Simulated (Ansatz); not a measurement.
**P: how the settings move a single-point run**

Question: which choices in the input matter for P?

Computed with Ansatz 0.2.0 (reference: DFT, PBEsol, PAW with Ansatz's default frozen-core files, scalar-relativistic, unless a step's input says otherwise).

## (1) The structure to begin with

It takes space group P4/mmm (No. 123, tetragonal). Conventional cell: a = 4.273 Å, b = 4.273 Å, c = 4.378 Å, α = 90.00°, β = 90.00°, γ = 90.00°. P (site symmetry 4/mmm) is surrounded by 6 P at 4.27 to 4.38 Å.

Coordinates:

```cif
data_structure
_symmetry_space_group_name_H-M 'P4/mmm'
_symmetry_Int_Tables_number 123
_cell_length_a 4.2729
_cell_length_b 4.2729
_cell_length_c 4.3780
_cell_angle_alpha 90.000
_cell_angle_beta 90.000
_cell_angle_gamma 90.000
_cell_volume 79.93
loop_
_atom_site_label
_atom_site_type_symbol
_atom_site_symmetry_multiplicity
_atom_site_Wyckoff_symbol
_atom_site_fract_x
_atom_site_fract_y
_atom_site_fract_z
_atom_site_occupancy
P1 P 1 a 0.00000 0.00000 0.00000 1
```

## (2) Baseline

File input.yaml:

```yaml
crystal:
  lattice:
    - [4.2729048574, 0.0, 0.0]
    - [0.0, 4.2729048574, 0.0]
    - [0.0, 0.0, 4.378]
  atoms:
    - { symbol: P, position: [0.0, 0.0, 0.0] }
kpoints:
  mp_grid: { grid: [10, 10, 9] }
  band_path:
    path:
      - [0.0, 0.0, 0.0]
      - [0.0, 0.5, 0.0]
      - [0.5, 0.5, 0.0]
      - [0.0, 0.0, 0.0]
      - [0.0, 0.0, 0.5]
      - [0.0, 0.5, 0.5]
      - [0.5, 0.5, 0.5]
      - [0.0, 0.0, 0.5]
      - [0.0, 0.5, 0.0]
    npoints: 5
scf:
  occupations: { method: fermi_dirac, width: 0.08 }
hamiltonian:
  xc: pbesol
  pseudopotentials: { kind: paw }
output:
  forces: true
  stress: true
  eigenvalues: true
  efg: { contact_densities: true }
```

On the command line:

```console
> ansatz run input.yaml --threads 1 --pin off --max-ram 2048MiB --backend cpu --events-out ev --progress --plain --runs-dir out
```

## (3) Changing settings: preconditioner kerker, ecutwfc 22.0 Ry, ecutrho_ratio 9

Changes to input.yaml since step 2:

```diff
@@ -23,2 +23,3 @@
   occupations: { method: fermi_dirac, width: 0.08 }
+  mixing: { preconditioner: kerker }
 hamiltonian:
@@ -31 +32,8 @@
   efg: { contact_densities: true }
+  write_density: true
+  write_potential: true
+  elf: true
+  volumetric_format: npy
+basis:
+  ecutwfc: "22.0 Ry"
+  ecutrho_ratio: 9
```

What does the calculation give? Wanted: for each run, ending; energy change; pressure; gap; force.

**Answer**, as computed:

```tsv
run	ending	energy change	pressure (GPa)	gap (eV)	force (eV/Å)	cycles	time
reference	converged	0	-3.8	0.00	0.00	6	6.2 s
1: preconditioner kerker, ecutwfc 22.0 Ry, ecutrho_ratio 9	converged	+44.6 meV/atom	-3.8	0.00	0.00	7	5 s
```

Times don't compare one to one where runs were asked for different outputs or read a saved state (see the inputs); cycles may leave out searches for a lower state.

Residual by cycle in the longest SCF loop of each run; runs are numbered as in the table. The quantity is the density residual dr2, in eV.

```tsv
cycle	reference	run 1
1	0.0103	0.0112
2	0.00233	0.00471
3	1.8e-4	2.2e-4
4	1.3e-5	1.3e-4
5	3.0e-7	7.1e-6
6	4.7e-9	3.8e-7
7	-	1.9e-8
```

What this shows: Changing the mixing, cutoff and numerical grids moves the energy by +44.6 meV/atom. Mixing only sets the path, so the shift comes from the other change. The log warns that the cutoff is under what these potentials recommend, so the shift holds truncation error. Semilocal functionals close small gaps, so the missing gap need not be the real solid's. Run 1 ran under the cutoff that the potentials recommend, as the log warns, so basis error is mixed into its values.
